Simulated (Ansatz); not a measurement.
# Al2Cu: how settings move the results

The task, for Al2Cu: test the k-point mesh shifted by half a step.

Computed with Ansatz 0.2.0 (DFT r2SCAN, scalar-relativistic, plane waves, PAW, unless a step's input says otherwise).

2 further runs of the same task are left out: 2 for a known fault of the program. Runs told in other sessions of the task aren't counted.

## Step 1: The structure to begin with

Symmetry: P4/mmm, No. 123, tetragonal system. Conventional cell: a = 4.105 Å, b = 4.105 Å, c = 2.891 Å, α = 90.00°, β = 90.00°, γ = 90.00°. Al (site symmetry mmm) is surrounded by 4 Cu at 2.51 Å. Cu (site symmetry 4/mmm) is surrounded by 8 Al at 2.51 Å.

As a file:

```
Al Cu
1.0
     4.10518    0.00000    0.00000
     0.00000    4.10518    0.00000
     0.00000    0.00000    2.89131
Al Cu
2 1
Direct
  0.50000 0.00000 0.50000
  0.00000 0.50000 0.50000
  0.00000 0.00000 0.00000
```

Source of the structure: the Materials Project (structure only). It is taken as it stands there.

## Step 2: The base input

The input, input.yaml:

```yaml
crystal:
  lattice:
    - [4.105182, 0.0, 0.0]
    - [0.0, 4.105182, 0.0]
    - [0.0, 0.0, 2.891313]
  atoms:
    - { symbol: Al, position: [0.5, 0.0, 0.5] }
    - { symbol: Al, position: [0.0, 0.5, 0.5] }
    - { symbol: Cu, position: [0.0, 0.0, 0.0] }
basis:
  ecutwfc: 500
kpoints:
  mp_grid: { grid: [10, 10, 14] }
hamiltonian:
  xc: r2scan
scf:
  occupations: { method: gaussian, width: 0.1 }
output:
  forces: true
  stress: true
  eigenvalues: true
  populations: true
  write_density: true
  write_potential: true
  elf: true
  volumetric_format: npy
```

Its results, from an earlier run: -2570.7245 eV/atom at zero smearing, pressure -2.16 GPa, largest force 0.000 eV/Å, no gap on the mesh, in 8 SCF cycles and 38 s.

## Step 3: K-point mesh shifted by half a step: 6×6×10

Changes to input.yaml since step 2:

```diff
@@ -12,3 +12,3 @@
 kpoints:
-  mp_grid: { grid: [10, 10, 14] }
+  mp_grid: { grid: [6, 6, 10], shift: [0.5, 0.5, 0.5] }
 hamiltonian:
@@ -21,6 +21 @@
   eigenvalues: true
-  populations: true
-  write_density: true
-  write_potential: true
-  elf: true
-  volumetric_format: npy
```

Launch:

```console
> ansatz run input.yaml --threads 1 --pin off --max-ram 2560MiB --backend cpu --events-out ev --progress --plain --runs-dir out
```

Output, shortened:

```text
Warning: RAYON_NUM_THREADS=1 ignored (pool sized by the plan → 1); use --threads N
[...]
Pseudopotentials: kind: paw
Pseudopotential: Al, paw, valence charge 3, recommended cutoff 500 eV (meta_gga), Al.paw.azcp
Pseudopotential: Cu, paw, valence charge 19, recommended cutoff 500 eV (meta_gga), Cu.paw.azcp
Functional definition: r2SCAN
[...]
Crystal: 3 atoms, lattice volume = 48.726 Å³
Basis set: ecut = 500 eV, 1243 PW (Γ), exchange–correlation on 120×120×96 points (64 copies of the dense FFT grid, shifted against one another)
Bands: 17, of which v1, the nominal top of the filled ones, is band 13 counted from 1 (12 counted from 0)
Symmetry: 16 space group operations
Space group: P4/mmm (ITA 123), of the structure as read, at distance tolerance 3.7e-5 Å
k-points: 30 of 360
[...]
SCF iter   1: F=—  HF=-7712.190624 eV  |F-HF|=—  |Δ(HF+E_count)|=         —  Δρ=1.89e-2  dr2=1.26e-1  dr2_τ=9.43e-3  ethr=1.77e-3  ⟨swp⟩=5.3  Hψ=2654  notcnv=0
[...]
SCF iter   8: F=-7712.193456 eV  HF=-7712.193456 eV  |F-HF|=6.46e-9  |Δ(HF+E_count)|=   2.82e-8  Δρ=4.51e-6  dr2=1.61e-8  dr2_τ=8.32e-11  ethr=4.00e-10  ⟨swp⟩=5.5  Hψ=1968  notcnv=0
[...]
SCF converged after 8 iterations
Free energy (F): -7712.193456 eV
[...]
E sigma→0 (E₀):  -7712.192158 eV
Entropy (-TS):   -0.002596 eV (-0.865 meV/atom)
Fermi energy:    9.394441 eV
[...]
--- Forces (eV/Å), atoms counted from 1 ---
  atom   1  Al     0.00000000    -0.00000000     0.00000000
  atom   2  Al     0.00000000     0.00000000     0.00000000
  atom   3  Cu    -0.00000000     0.00000000     0.00000000
[...]
--- Stress (GPa, compression-positive) ---
       -1.204436       0.000000       0.000000
        0.000000      -1.204436       0.000000
        0.000000       0.000000      -4.067505
  P = ⅓ Tr σ = -2.1588 GPa (-21.588 kbar)
--- Band table (eV; the first three rows and the last of 30) ---
  k-point 0: bands = ["-108.6391", "-64.4437", "-64.4437", "-64.4303", "-1.6538", "3.6870", "4.2377", "4.8847", "5.1088", "5.1115", "6.4099", "6.4659", "10.0749", "10.9942", "13.9118", "14.8974", "16.0976"]
[...]
```

Run time: 9.1 s. Hardware: 1 thread of Intel Xeon at 2.50GHz (Skylake/Cascade Lake), shared host; peak memory 0.43 GiB.

Read-out: -2570.7307 eV/atom at zero smearing, pressure -2.16 GPa and no gap on the mesh.

## Step 4: K-point mesh shifted by half a step: 8×8×10

Changes to input.yaml since step 3:

```diff
@@ -12,3 +12,3 @@
 kpoints:
-  mp_grid: { grid: [6, 6, 10], shift: [0.5, 0.5, 0.5] }
+  mp_grid: { grid: [8, 8, 10], shift: [0.5, 0.5, 0.5] }
 hamiltonian:
```

Launch:

```console
> ansatz run input.yaml --threads 1 --pin off --max-ram 2560MiB --backend cpu --events-out ev --progress --plain --runs-dir out
```

Output, shortened:

```text
Warning: RAYON_NUM_THREADS=1 ignored (pool sized by the plan → 1); use --threads N
[...]
[... 4 set-up lines as earlier in the session ...]
[...]
Crystal: 3 atoms, lattice volume = 48.726 Å³
Basis set: ecut = 500 eV, 1243 PW (Γ), exchange–correlation on 120×120×96 points (64 copies of the dense FFT grid, shifted against one another)
Bands: 17, of which v1, the nominal top of the filled ones, is band 13 counted from 1 (12 counted from 0)
[... 2 set-up lines as earlier in the session ...]
k-points: 50 of 640
[...]
SCF iter   1: F=—  HF=-7712.168477 eV  |F-HF|=—  |Δ(HF+E_count)|=         —  Δρ=1.88e-2  dr2=1.20e-1  dr2_τ=9.39e-3  ethr=1.77e-3  ⟨swp⟩=5.3  Hψ=4412  notcnv=0
[...]
SCF iter   8: F=-7712.172438 eV  HF=-7712.172438 eV  |F-HF|=1.64e-8  |Δ(HF+E_count)|=   2.29e-9  Δρ=1.02e-5  dr2=6.53e-8  dr2_τ=1.35e-10  ethr=4.00e-10  ⟨swp⟩=4.6  Hψ=3631  notcnv=0
[...]
SCF converged after 8 iterations
Free energy (F): -7712.172438 eV
[...]
E sigma→0 (E₀):  -7712.169611 eV
Entropy (-TS):   -0.005655 eV (-1.885 meV/atom)
Fermi energy:    9.288670 eV
[...]
--- Forces (eV/Å), atoms counted from 1 ---
  atom   1  Al     0.00000000     0.00000000     0.00000000
  atom   2  Al     0.00000000    -0.00000000     0.00000000
  atom   3  Cu     0.00000000     0.00000000     0.00000000
[...]
--- Stress (GPa, compression-positive) ---
       -0.973858       0.000000       0.000000
        0.000000      -0.973858       0.000000
        0.000000       0.000000      -4.471046
  P = ⅓ Tr σ = -2.1396 GPa (-21.396 kbar)
--- Band table (eV; the first three rows and the last of 50) ---
  k-point 0: bands = ["-108.6571", "-64.4600", "-64.4600", "-64.4535", "-1.7128", "3.7050", "4.2338", "4.8894", "5.0901", "5.0916", "6.5545", "6.5923", "9.8025", "10.7311", "14.3815", "14.9313", "16.0415"]
[...]
```

It took 9.8 s on 1 thread of Intel Xeon at 2.50GHz (Skylake/Cascade Lake), shared host; peak memory 0.46 GiB.

Result: -2570.7232 eV/atom at zero smearing, pressure -2.14 GPa and no gap on the mesh.

## Step 5: K-point mesh shifted by half a step: 8×8×12

Changes to input.yaml since step 4:

```diff
@@ -12,3 +12,3 @@
 kpoints:
-  mp_grid: { grid: [8, 8, 10], shift: [0.5, 0.5, 0.5] }
+  mp_grid: { grid: [8, 8, 12], shift: [0.5, 0.5, 0.5] }
 hamiltonian:
```

Launch:

```console
> ansatz run input.yaml --threads 1 --pin off --max-ram 2560MiB --backend cpu --events-out ev --progress --plain --runs-dir out
```

Output, shortened:

```text
Warning: RAYON_NUM_THREADS=1 ignored (pool sized by the plan → 1); use --threads N
[...]
[... 4 set-up lines as earlier in the session ...]
[...]
Crystal: 3 atoms, lattice volume = 48.726 Å³
Basis set: ecut = 500 eV, 1243 PW (Γ), exchange–correlation on 120×120×96 points (64 copies of the dense FFT grid, shifted against one another)
Bands: 17, of which v1, the nominal top of the filled ones, is band 13 counted from 1 (12 counted from 0)
[... 2 set-up lines as earlier in the session ...]
k-points: 60 of 768
[...]
SCF iter   1: F=—  HF=-7712.169011 eV  |F-HF|=—  |Δ(HF+E_count)|=         —  Δρ=1.86e-2  dr2=1.14e-1  dr2_τ=9.41e-3  ethr=1.77e-3  ⟨swp⟩=5.4  Hψ=5288  notcnv=0
[...]
SCF iter   8: F=-7712.174018 eV  HF=-7712.174018 eV  |F-HF|=1.04e-8  |Δ(HF+E_count)|=   3.02e-9  Δρ=8.94e-6  dr2=5.80e-8  dr2_τ=1.34e-10  ethr=4.00e-10  ⟨swp⟩=4.8  Hψ=4373  notcnv=0
[...]
SCF converged after 8 iterations
Free energy (F): -7712.174018 eV
[...]
E sigma→0 (E₀):  -7712.171721 eV
Entropy (-TS):   -0.004594 eV (-1.531 meV/atom)
Fermi energy:    9.201318 eV
[...]
--- Forces (eV/Å), atoms counted from 1 ---
  atom   1  Al     0.00000000    -0.00000000     0.00000000
  atom   2  Al     0.00000000    -0.00000000     0.00000000
  atom   3  Cu     0.00000000     0.00000000     0.00000000
[...]
--- Stress (GPa, compression-positive) ---
       -1.881960       0.000000       0.000000
        0.000000      -1.881960       0.000000
        0.000000       0.000000      -2.643156
  P = ⅓ Tr σ = -2.1357 GPa (-21.357 kbar)
--- Band table (eV; the first three rows and the last of 60) ---
  k-point 0: bands = ["-108.6651", "-64.4704", "-64.4704", "-64.4567", "-1.7278", "3.6945", "4.2226", "4.8782", "5.1008", "5.1017", "6.5263", "6.5644", "9.7914", "10.7197", "14.4433", "15.0724", "16.0294"]
[...]
```

Wall time 12 s (1 thread of Intel Xeon at 2.50GHz (Skylake/Cascade Lake), shared host); peak memory 0.47 GiB.

Read-out: -2570.7239 eV/atom at zero smearing, pressure -2.14 GPa and no gap on the mesh.

## Step 6: The sweep of the k-point mesh shifted by half a step side by side

Energies are per atom, extrapolated to zero smearing, and count from the base run (10×10×14 mesh through Γ, Gaussian smearing of 0.1 eV). Pressure is positive in compression.

```tsv
shifted mesh	ΔE (meV/atom)	pressure (GPa)	irreducible points	SCF cycles	CPU time
6×6×10	-6.23	-2.16	30	8	9.1 s
8×8×10	1.29	-2.14	50	8	9.7 s
8×8×12	0.58	-2.14	60	8	12 s
```

CPU times come from a shared host, so they are rough.

## Step 7: Outcome

```
                                                 quantity                     value
largest energy shift, k-point mesh shifted by half a step  -6.23 meV/atom at 6×6×10
```

What this shows: The densest shifted mesh lands 0.58 meV/atom from the base run.
